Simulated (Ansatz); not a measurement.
## What a change of settings does: B (begun as omega type, now distorted omega)

First run: DFT, PBE, norm-conserving pseudopotentials, Ansatz's default files, scalar-relativistic (Ansatz 0.2.0).

Command: `ansatz run input.yaml --threads 1 --pin off --max-ram 3072MiB --backend cpu --events-out ev --progress --plain --runs-dir out` It took 4.2 s on 1 thread of Arm Neoverse V1, with other jobs on the host, peak memory 0.27 GiB.

```yaml
crystal:
  lattice:
    - [2.4811741437, 0.0, 0.0]
    - [-1.2405870718, 2.1487598396, 0.0]
    - [0.0, 0.0, 2.2580152307]
  atoms:
    - { symbol: B, position: [0.0, 0.0, 0.0] }
    - { symbol: B, position: [0.3333333333, 0.6666666667, 0.5] }
    - { symbol: B, position: [0.6666666667, 0.3333333333, 0.5] }
kpoints:
  mp_grid: { grid: [12, 12, 16] }
scf:
  occupations: { method: fermi_dirac, width: 0.05 }
hamiltonian:
  xc: pbe
  pseudopotentials: { kind: nc }
output:
  forces: true
  stress: true
  eigenvalues: true
```

The cell comes from a relaxation on PAW files under the same functional, begun from a prototype that needn't be the stable phase.

This run: volume at 0.6 of the series' base cell.

It converges in 6 SCF iterations at a pressure of 269.8 GPa, cutoff 1116 eV.

The input is then changed:

```diff
   eigenvalues: true
+basis:
+  ecutwfc: "44.1 Ry"
+  ecutrho_ratio: 12
```

**Question.** Predict the outcome of the changed run.

**Answer.** It converges in 6 SCF iterations at a pressure of 275.1 GPa, cutoff 600 eV, free energy +108.3 meV/atom against the first run's. More than one line changes, and not each need have an effect.
